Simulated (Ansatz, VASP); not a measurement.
Ta: VASP beside Ansatz

```
CELL_PARAMETERS angstrom
-1.65493 1.65493 1.65493
1.65493 -1.65493 1.65493
1.65493 1.65493 -1.65493
ATOMIC_POSITIONS crystal
Ta 0.00000 0.00000 0.00000
```

Alike in both runs: task relaxation of cell and atoms; functional LDA; k mesh 8 × 8 × 8; occupations gaussian, width 0.1 eV; no spin polarisation.

|  | VASP | Ansatz |
| --- | --- | --- |
| version | VASP 6.6.1 | Ansatz 0.2.0 |
| potentials or method | VASP PAW LDA potentials, release 64 (Ta_pv) | scalar-relativistic, plane waves, PAW |
| plane-wave cutoff (eV) | 600 | 420 |
| valence electrons in the cell | 11 | 13 |

|  | VASP | Ansatz | Ansatz less VASP |
| --- | --- | --- | --- |
| gap on the k mesh at the Fermi level, each at its own relaxed structure (eV) | none | none | - |
| relaxed volume (Å³/atom) | 17.20 | 17.12 | -0.082 |
| relaxed cell length with the largest relative difference (Å) | 2.816 | 2.812 | -0.0045 |
| energy change over the relaxation (meV/atom) | -34 | -40 | -5.5 |

A gap of «none» marks a metal or a gap that the smearing closes. The two sets of potentials don't hold the same shells in valence. Ansatz warned: «pseudo_functional_mismatch».

 The runs have no spin-orbit coupling, so splittings on Ta are missing.
